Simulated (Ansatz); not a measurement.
# GeO2: holes 3.0×10^21 cm⁻³

Base system: GeO$_{2}$ in the rutile structure (space group P4_2/mnm, No. 136; a = 4.488 Å, c = 2.905 Å).

One thing is altered: 0.176 holes added to each cell, a density of 3.0×10^21 cm⁻³, with a uniform compensating background at fixed cell and a 300 K Fermi–Dirac width.

Method: PBE/PAW in Ansatz (a program for electronic structure), no spin-orbit coupling, earlier PAW set. Γ-centred 10×10×16 mesh, Fermi–Dirac width 0.0259 eV.

The gap between the host's bands rises by 0.08 eV, from 1.22 eV to 1.30 eV and the gap character is still direct at Γ. The Fermi level relative to the doped band's edge (positive inside the band; to 0.05 eV) amounts to +0.40 eV.

Charged cell with a jellium background: band edges are those of the host's band count, energies are not comparable with the neutral cell, and many-body gap narrowing is missing. No phonon test of stability was made.
